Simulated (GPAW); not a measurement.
# Sn (I4_1/amd) in GPAW: relaxation of cell and atoms with rSCAN

Aim: the relaxation of cell and atoms of Sn with rSCAN.

All numbers are computed with GPAW 26.7.0; they aren't measurements. Logs are shortened: lines on timing, memory, paths and dates and some standing lists are left out, and cuts for length are marked. The log counts tension as positive stress, the text compression.

### 1 Starting point

The structure is tetragonal, space group I4_1/amd (No. 141). The conventional cell has a = 5.880 Å, b = 5.880 Å, c = 3.199 Å, α = 90.00°, β = 90.00°, γ = 90.00°. Around Sn (site symmetry -4m2) lie 6 Sn at 3.05 to 3.20 Å.

### 2 Relaxation of cell and atoms, rSCAN

Contents of run.py:

```python
from ase.filters import FrechetCellFilter
from ase.io import read, write
from ase.optimize import BFGS
from gpaw import GPAW, PW

atoms = read('Sn.xyz')

calc = GPAW(mode=PW(600),
            xc='MGGA_X_RSCAN+MGGA_C_RSCAN',
            kpts={'size': (7, 7, 7), 'gamma': True},
            occupations={'name': 'fermi-dirac', 'width': 0.05},
            nbands=24,
            convergence={'density': 1e-06, 'energy': 1e-06, 'eigenstates': 1e-10},
            maxiter=150,
            txt='gpaw.txt')
atoms.calc = calc
opt = BFGS(FrechetCellFilter(atoms), trajectory='relax.traj', logfile='-')
done = opt.run(fmax=0.02, steps=60)
calc.write('gs.gpw')
write('result.traj', atoms)
print('Converged:', done)
print('Cell:', atoms.cell.cellpar().round(4))
print('Volume:', round(atoms.get_volume(), 4))
print(atoms.get_scaled_positions().round(5))
```

Contents of Sn.xyz:

```xyz
2
Lattice="-2.9401404553 2.9401404553 1.5993019889 2.9401404553 -2.9401404553 1.5993019889 2.9401404553 2.9401404553 -1.5993019889" Properties=species:S:1:pos:R:3 pbc="T T T"
Sn     0.0000000000      0.0000000000      0.0000000000
Sn     0.0000000000      2.9401404553      0.7996509944
```

Potentials or basis: GPAW PAW data sets (gpaw-data 1.2.1), pw.

Command:

```sh
OMP_NUM_THREADS=1 python run.py
```

gpaw.txt:

```text
__  _  _
 | _ |_)|_||  |
 |__||  | ||/\| - 26.7.0

Input parameters:
  mode=PW(ecut=600.0),
  convergence={'density': 1e-06, 'energy': 1e-06, 'eigenstates': 1e-10},
  kpts=MonkhorstPack(size=(7, 7, 7), gamma=True),
  maxiter=150,
  nbands=24,
  occupations=Occupations(name='fermi-dirac', width=0.05),
  xc=XC(name='MGGA_X_RSCAN+MGGA_C_RSCAN')

Diagonalizing LCAO Hamiltonian
Converting LCAO to pw mode

         Sn

       Sn

Atoms  # Å, Bohr magnetons
|   | symbol |        x |        y |        z |    initial magnetic moments |
|---|--------|----------|----------|----------|-----------------------------|
| 0 |     Sn | 0.000000 | 0.000000 | 0.000000 | ( 0.0000,  0.0000,  0.0000) |
| 1 |     Sn | 0.000000 | 2.940140 | 0.799651 | ( 0.0000,  0.0000,  0.0000) |

Unit cell  # Å
| periodic |         x |         y |         z |  lengths |     angles |
|----------|-----------|-----------|-----------|----------|------------|
|      yes | -2.940140 |  2.940140 |  1.599302 | 4.454954 |  97.404686 |
|      yes |  2.940140 | -2.940140 |  1.599302 | 4.454954 |  97.404686 |
|      yes |  2.940140 |  2.940140 | -1.599302 | 4.454954 | 137.923144 |

Number of symmetries: 8
Symmetry operations  # r_c * U_cc + t_c -> r_c
|   | kind |            matrix            |
|---|------|------------------------------|
| 0 |  σ   |  1, 1, 1,  0, 0,-1,  0,-1, 0 |
| 1 |  E   |  1, 0, 0,  0, 1, 0,  0, 0, 1 |
| 2 |  C2  |  0, 1, 0,  1, 0, 0, -1,-1,-1 |
| 3 |  S4  |  0, 0, 1, -1,-1,-1,  0, 1, 0 |
| 4 |  σ   |  0, 0,-1,  1, 1, 1, -1, 0, 0 |
| 5 |  C2  |  0,-1, 0, -1, 0, 0,  0, 0,-1 |
| 6 |  C2  | -1, 0, 0,  0,-1, 0,  1, 1, 1 |
| 7 |  S4  | -1,-1,-1,  0, 0, 1,  1, 0, 0 |
[... 143 lines left out ...]
Fermi level: 6.739
Eigenvalues  # (at kpt = [0.000, 0.000, 0.000])
| band index |      eig [eV] | occ [0-2] |
|------------|---------------|-----------|
|          0 |       -15.597 |     2.000 |
|        ... |               |           |
|          6 |       -15.291 |     2.000 |
|          7 |       -15.291 |     2.000 |
|          8 |       -15.201 |     2.000 |
|          9 |       -15.096 |     2.000 |
|         10 |        -4.705 |     2.000 |
|         11 |         3.091 |     2.000 |
[... 8 lines left out ...]
|         20 |        17.718 |     0.000 |
|         21 |        18.461 |     0.000 |
|        ... |               |           |
|         23 |        18.886 |     0.000 |

No gap
No difference between direct/indirect transitions

Stress tensor  # eV/Ang^3
|         x |        y |         z |
|-----------|----------|-----------|
|  0.004124 | 0.000000 | -0.000000 |
|  0.000000 | 0.004124 |  0.000000 |
| -0.000000 | 0.000000 | -0.003337 |

Forces  # eV/Ang
|        x |        y |       z |
|----------|----------|---------|
|  0.00000 | -0.00000 | 0.00000 |  # Sn   0
| -0.00000 |  0.00000 | 0.00000 |  # Sn   1

Interpolating wave functions to new cell

         Sn

       Sn

Atoms  # Å, Bohr magnetons
|   | symbol |         x |         y |        z |    initial magnetic moments |
|---|--------|-----------|-----------|----------|-----------------------------|
| 0 |     Sn |  0.000000 | -0.000000 | 0.000000 | ( 0.0000,  0.0000,  0.0000) |
| 1 |     Sn | -0.000000 |  2.937747 | 0.800178 | ( 0.0000,  0.0000,  0.0000) |

Unit cell  # Å
| periodic |         x |         y |         z |  lengths |     angles |
|----------|-----------|-----------|-----------|----------|------------|
|      yes | -2.937747 |  2.937747 |  1.600356 | 4.452174 |  97.423825 |
|      yes |  2.937747 | -2.937747 |  1.600356 | 4.452174 |  97.423825 |
|      yes |  2.937747 |  2.937747 | -1.600356 | 4.452174 | 137.866534 |

Number of symmetries: 8
Symmetry operations  # r_c * U_cc + t_c -> r_c
|   | kind |            matrix            |
|---|------|------------------------------|
| 0 |  σ   |  1, 1, 1,  0, 0,-1,  0,-1, 0 |
| 1 |  E   |  1, 0, 0,  0, 1, 0,  0, 0, 1 |
| 2 |  C2  |  0, 1, 0,  1, 0, 0, -1,-1,-1 |
| 3 |  S4  |  0, 0, 1, -1,-1,-1,  0, 1, 0 |
| 4 |  σ   |  0, 0,-1,  1, 1, 1, -1, 0, 0 |
| 5 |  C2  |  0,-1, 0, -1, 0, 0,  0, 0,-1 |
| 6 |  C2  | -1, 0, 0,  0,-1, 0,  1, 1, 1 |
| 7 |  S4  | -1,-1,-1,  0, 0, 1,  1, 0, 0 |

BZ-sampling:
  Number of BZ points: 343
  Number of IBZ points: 40

  Monkhorst-Pack size: [7, 7, 7]
  Monkhorst-Pack shift: [0, 0, 0]

K-points  # in reciprocal-cell coordinates
|     |                                coordinates |     weight |
|-----|--------------------------------------------|------------|
|   0 | (  0.00000000,   0.00000000,   0.00000000) | 0.00291545 |
|   1 | (  0.14285714,  -0.14285714,   0.00000000) | 0.01166181 |
|   2 | (  0.14285714,  -0.14285714,   0.14285714) | 0.01166181 |
|   3 | (  0.14285714,   0.00000000,   0.00000000) | 0.02332362 |
|   4 | (  0.14285714,   0.14285714,  -0.14285714) | 0.00583090 |
|   5 | (  0.28571429,  -0.28571429,   0.00000000) | 0.01166181 |
|   6 | (  0.28571429,  -0.28571429,   0.14285714) | 0.02332362 |
|   7 | (  0.28571429,  -0.28571429,   0.28571429) | 0.01166181 |
|   8 | (  0.28571429,  -0.14285714,   0.00000000) | 0.04664723 |
[... 125 lines left out ...]
Fermi level: 6.751
Eigenvalues  # (at kpt = [0.000, 0.000, 0.000])
| band index |      eig [eV] | occ [0-2] |
|------------|---------------|-----------|
|          0 |       -15.588 |     2.000 |
|        ... |               |           |
|          6 |       -15.281 |     2.000 |
|          7 |       -15.281 |     2.000 |
|          8 |       -15.189 |     2.000 |
|          9 |       -15.084 |     2.000 |
|         10 |        -4.701 |     2.000 |
|         11 |         3.121 |     2.000 |
[... 8 lines left out ...]
|         20 |        17.738 |     0.000 |
|         21 |        18.455 |     0.000 |
|        ... |               |           |
|         23 |        18.869 |     0.000 |

No gap
No difference between direct/indirect transitions

Stress tensor  # eV/Ang^3
|        x |        y |         z |
|----------|----------|-----------|
| 0.003590 | 0.000000 |  0.000000 |
| 0.000000 | 0.003590 |  0.000000 |
| 0.000000 | 0.000000 | -0.003216 |

Forces  # eV/Ang
|        x |       y |       z |
|----------|---------|---------|
| -0.00000 | 0.00000 | 0.00000 |  # Sn   0
|  0.00000 | 0.00000 | 0.00000 |  # Sn   1

Interpolating wave functions to new cell

         Sn

       Sn

Atoms  # Å, Bohr magnetons
|   | symbol |        x |        y |        z |    initial magnetic moments |
|---|--------|----------|----------|----------|-----------------------------|
| 0 |     Sn | 0.000000 | 0.000000 | 0.000000 | ( 0.0000,  0.0000,  0.0000) |
| 1 |     Sn | 0.000000 | 2.918093 | 0.804996 | ( 0.0000,  0.0000,  0.0000) |

Unit cell  # Å
| periodic |         x |         y |         z |  lengths |     angles |
|----------|-----------|-----------|-----------|----------|------------|
|      yes | -2.918093 |  2.918093 |  1.609991 | 4.429741 |  97.590742 |
|      yes |  2.918093 | -2.918093 |  1.609991 | 4.429741 |  97.590742 |
|      yes |  2.918093 |  2.918093 | -1.609991 | 4.429741 | 137.375497 |

Number of symmetries: 8
Symmetry operations  # r_c * U_cc + t_c -> r_c
|   | kind |            matrix            |
|---|------|------------------------------|
| 0 |  σ   |  1, 1, 1,  0, 0,-1,  0,-1, 0 |
| 1 |  E   |  1, 0, 0,  0, 1, 0,  0, 0, 1 |
| 2 |  C2  |  0, 1, 0,  1, 0, 0, -1,-1,-1 |
| 3 |  S4  |  0, 0, 1, -1,-1,-1,  0, 1, 0 |
| 4 |  σ   |  0, 0,-1,  1, 1, 1, -1, 0, 0 |
| 5 |  C2  |  0,-1, 0, -1, 0, 0,  0, 0,-1 |
| 6 |  C2  | -1, 0, 0,  0,-1, 0,  1, 1, 1 |
| 7 |  S4  | -1,-1,-1,  0, 0, 1,  1, 0, 0 |
[... 151 lines left out ...]
|        ... |               |           |
|          6 |       -15.204 |     2.000 |
|          7 |       -15.204 |     2.000 |
|          8 |       -15.104 |     2.000 |
|          9 |       -14.995 |     2.000 |
|         10 |        -4.672 |     2.000 |
|         11 |         3.365 |     2.000 |
[... 8 lines left out ...]
|         20 |        17.873 |     0.000 |
|         21 |        18.386 |     0.000 |
|        ... |               |           |
|         23 |        18.769 |     0.000 |

No gap
No difference between direct/indirect transitions

Stress tensor  # eV/Ang^3
|         x |         y |         z |
|-----------|-----------|-----------|
| -0.000791 |  0.000000 | -0.000000 |
|  0.000000 | -0.000791 |  0.000000 |
| -0.000000 |  0.000000 | -0.002221 |

Forces  # eV/Ang
|       x |       y |        z |
|---------|---------|----------|
| 0.00000 | 0.00000 | -0.00000 |  # Sn   0
| 0.00000 | 0.00000 |  0.00000 |  # Sn   1

Interpolating wave functions to new cell

         Sn

       Sn

Atoms  # Å, Bohr magnetons
|   | symbol |        x |        y |        z |    initial magnetic moments |
|---|--------|----------|----------|----------|-----------------------------|
| 0 |     Sn | 0.000000 | 0.000000 | 0.000000 | ( 0.0000,  0.0000,  0.0000) |
| 1 |     Sn | 0.000000 | 2.917458 | 0.805625 | ( 0.0000,  0.0000,  0.0000) |

Unit cell  # Å
| periodic |         x |         y |         z |  lengths |     angles |
|----------|-----------|-----------|-----------|----------|------------|
|      yes | -2.917458 |  2.917458 |  1.611250 | 4.429363 |  97.603997 |
|      yes |  2.917458 | -2.917458 |  1.611250 | 4.429363 |  97.603997 |
|      yes |  2.917458 |  2.917458 | -1.611250 | 4.429363 | 137.336709 |

Number of symmetries: 8
Symmetry operations  # r_c * U_cc + t_c -> r_c
|   | kind |            matrix            |
|---|------|------------------------------|
| 0 |  σ   |  1, 1, 1,  0, 0,-1,  0,-1, 0 |
| 1 |  E   |  1, 0, 0,  0, 1, 0,  0, 0, 1 |
| 2 |  C2  |  0, 1, 0,  1, 0, 0, -1,-1,-1 |
| 3 |  S4  |  0, 0, 1, -1,-1,-1,  0, 1, 0 |
| 4 |  σ   |  0, 0,-1,  1, 1, 1, -1, 0, 0 |
| 5 |  C2  |  0,-1, 0, -1, 0, 0,  0, 0,-1 |
| 6 |  C2  | -1, 0, 0,  0,-1, 0,  1, 1, 1 |
| 7 |  S4  | -1,-1,-1,  0, 0, 1,  1, 0, 0 |
[... 150 lines left out ...]
|        ... |               |           |
|          6 |       -15.208 |     2.000 |
|          7 |       -15.208 |     2.000 |
|          8 |       -15.107 |     2.000 |
|          9 |       -14.998 |     2.000 |
|         10 |        -4.674 |     2.000 |
|         11 |         3.371 |     2.000 |
[... 8 lines left out ...]
|         20 |        17.866 |     0.000 |
|         21 |        18.364 |     0.000 |
|        ... |               |           |
|         23 |        18.738 |     0.000 |

No gap
No difference between direct/indirect transitions

Stress tensor  # eV/Ang^3
|         x |         y |         z |
|-----------|-----------|-----------|
| -0.000827 | -0.000000 | -0.000000 |
| -0.000000 | -0.000827 |  0.000000 |
| -0.000000 |  0.000000 | -0.001867 |

Forces  # eV/Ang
|       x |       y |       z |
|---------|---------|---------|
| 0.00000 | 0.00000 | 0.00000 |  # Sn   0
| 0.00000 | 0.00000 | 0.00000 |  # Sn   1

Interpolating wave functions to new cell

         Sn

       Sn

Atoms  # Å, Bohr magnetons
|   | symbol |        x |        y |        z |    initial magnetic moments |
|---|--------|----------|----------|----------|-----------------------------|
| 0 |     Sn | 0.000000 | 0.000000 | 0.000000 | ( 0.0000,  0.0000,  0.0000) |
| 1 |     Sn | 0.000000 | 2.917316 | 0.808135 | ( 0.0000,  0.0000,  0.0000) |

Unit cell  # Å
| periodic |         x |         y |         z |  lengths |     angles |
|----------|-----------|-----------|-----------|----------|------------|
|      yes | -2.917316 |  2.917316 |  1.616271 | 4.431004 |  97.646034 |
|      yes |  2.917316 | -2.917316 |  1.616271 | 4.431004 |  97.646034 |
|      yes |  2.917316 |  2.917316 | -1.616271 | 4.431004 | 137.213887 |

Number of symmetries: 8
Symmetry operations  # r_c * U_cc + t_c -> r_c
|   | kind |            matrix            |
|---|------|------------------------------|
| 0 |  σ   |  1, 1, 1,  0, 0,-1,  0,-1, 0 |
| 1 |  E   |  1, 0, 0,  0, 1, 0,  0, 0, 1 |
| 2 |  C2  |  0, 1, 0,  1, 0, 0, -1,-1,-1 |
| 3 |  S4  |  0, 0, 1, -1,-1,-1,  0, 1, 0 |
| 4 |  σ   |  0, 0,-1,  1, 1, 1, -1, 0, 0 |
| 5 |  C2  |  0,-1, 0, -1, 0, 0,  0, 0,-1 |
| 6 |  C2  | -1, 0, 0,  0,-1, 0,  1, 1, 1 |
| 7 |  S4  | -1,-1,-1,  0, 0, 1,  1, 0, 0 |
[... 150 lines left out ...]
|        ... |               |           |
|          6 |       -15.242 |     2.000 |
|          7 |       -15.242 |     2.000 |
|          8 |       -15.140 |     2.000 |
|          9 |       -15.031 |     2.000 |
|         10 |        -4.685 |     2.000 |
|         11 |         3.360 |     2.000 |
[... 8 lines left out ...]
|         20 |        17.813 |     0.000 |
|         21 |        18.256 |     0.000 |
|        ... |               |           |
|         23 |        18.642 |     0.000 |

No gap
No difference between direct/indirect transitions

Stress tensor  # eV/Ang^3
|         x |         y |         z |
|-----------|-----------|-----------|
| -0.000291 |  0.000000 |  0.000000 |
|  0.000000 | -0.000291 |  0.000000 |
|  0.000000 |  0.000000 | -0.000171 |

Forces  # eV/Ang
|       x |       y |        z |
|---------|---------|----------|
| 0.00000 | 0.00000 | -0.00000 |  # Sn   0
| 0.00000 | 0.00000 |  0.00000 |  # Sn   1

# Writing to gs.gpw (mode='')
```

Run time: 21 min. Hardware: 1 thread of Arm Neoverse V1, shared host; peak memory 0.63 GiB.

Results:

| Quantity | Value |
| --- | --- |
| Free energy | -75.2654 eV |
| Relaxed volume | 27.51 Å³/atom |
| Relaxed cell | a = 4.431 Å, b = 4.431 Å, c = 4.431 Å, α = 97.65°, β = 97.65°, γ = 137.21° |
| Space group after relaxing (to 0.05 Å) | I4_1/amd (No. 141) |
| Energy gained by relaxing | 1.4 meV/atom |
| Ionic steps | 5 |
| Pressure after relaxing | 0.0 GPa |
| Band gap on the k mesh | none (metal or under the smearing width) |

The path:
```csv
step,energy change (eV),largest force (eV/Å),pressure (GPa),volume (Å³)
1,0.0000,0.0000,-0.26,55.30
2,-0.0005,0.0000,-0.21,55.25
3,-0.0024,0.0000,0.20,54.84
4,-0.0025,0.0000,0.19,54.86
5,-0.0028,0.0000,0.04,55.02
```

Final structure:
```xyz
2
Lattice="-2.9173 2.9173 1.6163 2.9173 -2.9173 1.6163 2.9173 2.9173 -1.6163" Properties=species:S:1:pos:R:3 pbc="T T T"
Sn    0.0000    0.0000    0.0000
Sn    0.0000    2.9173    0.8081
```

Caveat: later steps reuse the first step's grids; the PAW data sets were made with another functional, which shifts forces and pressure a little.
